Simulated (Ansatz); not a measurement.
Free-standing chains of the atoms of Al, named by their start (strip: triangular double chain, ladder: square double chain); atoms and period are relaxed, and energies count from relaxed bulk Al (Fm-3m, 16.50 Å³/atom, gap on the mesh 0.00 eV).

Level of theory: Ansatz, DFT PBE, scalar-relativistic, plane waves, PAW.

Cutoff 420 eV, Gaussian smearing of 0.05 eV, energies at zero smearing, symmetry of each start kept, collinear spin where a moment is listed.

Problem. Order these by excess energy, lowest first.
A. ladder chain
B. linear chain
C. zigzag chain
D. strip chain

Solution. D (1.097 eV per host atom), A (1.249 eV per host atom), C (1.823 eV per host atom), B (1.900 eV per host atom).

| start | atoms | k mesh | excess energy (eV per host atom) | period (Å) | highest filled level or Fermi level under vacuum (eV) | size of the moment (μB per cell) |
| --- | --- | --- | --- | --- | --- | --- |
| linear chain | 1 | 1×1×25 | 1.900 | 2.419 | 4.23 | 0.12 |
| zigzag chain | 2 | 1×1×14 | 1.823 | 4.743 | - | 0.71 |
| ladder chain | 4 | 1×1×13 | 1.249 | 5.016 | 4.20 | 0.00 |
| strip chain | 2 | 1×1×24 | 1.097 | 2.456 | 4.14 | 0.00 |

Zero in every row: gap on the mesh (eV).

Each run keeps its start's symmetry and one magnetic start, so lower states can exist. Rows stand on unlike meshes and boxes, so starts that end alike can differ by a few hundredths of an eV per atom.

Cost: 4 runs of about 12 core-minutes in all, on Intel Xeon Processor @ 2.50GHz (Skylake/Cascade Lake) (shared hosts).